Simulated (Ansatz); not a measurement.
The system is Cu.

```
Cu
1.0
    -1.45399    1.46431    1.37398
     1.44871   -1.46799    1.37231
     1.42515    1.43915   -1.37783
Cu
1
Direct
  0.00000 0.00000 0.00000
```

This isn't the form of Cu at room conditions, which is fcc.

The cell isn't the ideal one: cell sheared at random, sigma 0.01, atoms nudged by 0.01 Å.

Base run:

* Program: Ansatz 0.2.0
* Functional: LDA
* Potentials or basis: Ansatz PAW
* Cutoff: 420 eV (not typed: the program's choice for these potentials)
* k mesh: 13 × 13 × 13
* Occupations: fermi-dirac, width 0.05 eV
* Spin: no spin polarisation

Its results: band gap on the k mesh none (metal or under the smearing width); pressure -7.7 GPa.

The run is repeated on the same cell with these changes: functional from LDA to PBE. What comes out?

Band gap on the k mesh none (metal or under the smearing width); pressure 7.5 GPa.

PBE binds less tightly than LDA, so the same cell stands under more pressure.

Caveats: the PAW data sets come from PBE, with cores solved anew for the run's functional, which leaves a small shift of forces and pressure (some runs).
